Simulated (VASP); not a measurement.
A calculation with VASP 6.6.1 of Se (ASE script, structure from a P1 CIF):

Contents of run.py:

```python
from ase.calculators.vasp import Vasp
from ase.dft.bandgap import bandgap
from ase.io import read

atoms = read('Se.cif')
calc = Vasp(
    directory='calc',
    xc='pbesol',
    pp='PBE',
    setups='minimal',
    prec='Accurate',
    encut=500,
    ediff=1e-06,
    ismear=0,
    sigma=0.1,
    lreal=False,
    lasph=True,
    nelm=100,
    algo='Fast',
    isif=2,
    lwave=False,
    lcharg=False,
    kpts=[7, 7, 6],
    gamma=True,
)
atoms.calc = calc

print('energy (eV):', atoms.get_potential_energy())
print('free energy (eV):', atoms.get_potential_energy(force_consistent=True))
print('forces (eV/A):')
print(atoms.get_forces())
print('stress (eV/A^3, Voigt):', atoms.get_stress())
print('Fermi level (eV):', calc.get_fermi_level())
gap, top, bottom = bandgap(calc)
print('band gap (eV):', gap, 'from (spin, k, band)', top, 'to', bottom)
```

The input Se.cif:

```cif
data_Se
_cell_length_a 4.36620000
_cell_length_b 4.36620000
_cell_length_c 4.95360000
_cell_angle_alpha 90.00000000
_cell_angle_beta 90.00000000
_cell_angle_gamma 120.00000000
_space_group_name_H-M_alt 'P1'
_space_group_name_Hall 'P 1'
_space_group_IT_number 1
loop_
_space_group_symop_operation_xyz
'x,y,z'
loop_
_atom_site_label
_atom_site_type_symbol
_atom_site_symmetry_multiplicity
_atom_site_Wyckoff_symbol
_atom_site_fract_x
_atom_site_fract_y
_atom_site_fract_z
_atom_site_occupancy
Se1 Se 1 a 0.7746000000 0.7746000000 0.0000000000 1
Se2 Se 1 a 0.0000000000 0.2254000000 0.6666666667 1
Se3 Se 1 a 0.2254000000 0.0000000000 0.3333333333 1
```

Potentials or basis: VASP PAW PBE potentials, release 64 (Se).

Launch:

```bash
$ python run.py
```

Question: Write the same calculation in another form: native input, structure from a POSCAR.

Answer: As run:

File INCAR:

```
SYSTEM = Se
ALGO     = Normal         ! electronic algorithm
EDIFF    = 1E-6           ! SCF threshold, eV
ENCUT    = 500            ! plane-wave cutoff, eV
GGA      = PS             ! functional
ISIF     = 2              ! what is computed and relaxed
ISMEAR   = 0              ! smearing method
LASPH    = .TRUE.         ! aspherical terms in the spheres
LCHARG   = .FALSE.        ! write CHGCAR
LREAL    = .FALSE.        ! projectors in reciprocal space
LWAVE    = .FALSE.        ! write WAVECAR
NELM     = 100            ! most SCF steps
PREC     = Accurate       ! precision mode
SIGMA    = 0.1            ! smearing width, eV
```

File KPOINTS:

```
k-points
0
G
  7 7 6
  0 0 0
```

Contents of POSCAR:

```
Se
1.0
    4.3662000000      0.0000000000      0.0000000000
   -2.1831000000      3.7812401180      0.0000000000
    0.0000000000      0.0000000000      4.9536000000
Se
3
Cartesian
    1.6910292600      2.9289485954      0.0000000000
   -0.4920707400      0.8522915226      3.3024000002
    0.9841414800      0.0000000000      1.6511999998
```

Potentials or basis: VASP PAW PBE potentials, release 64 (Se).

Command:

```sh
$ cat potpaw_PBE.64/Se/POTCAR > POTCAR
$ mpirun -np 1 vasp_std > vasp.out
```

Both were run:

|  | ASE script, structure from a P1 CIF | native input, structure from a POSCAR |
| --- | --- | --- |
| Pressure | 0.4 GPa | 0.4 GPa |
| Largest force | 0.333 eV/Å | 0.333 eV/Å |
| Band gap on the k mesh | 1.14 eV, indirect (least direct gap 1.43 eV) | 1.14 eV, indirect (least direct gap 1.43 eV) |

Keys that steer only the numerical path or the files written may differ.

Caveat: the PAW data sets were made with another functional, which shifts forces and pressure a little; an odd mesh through Γ misses points on the zone boundary, where band edges often lie.
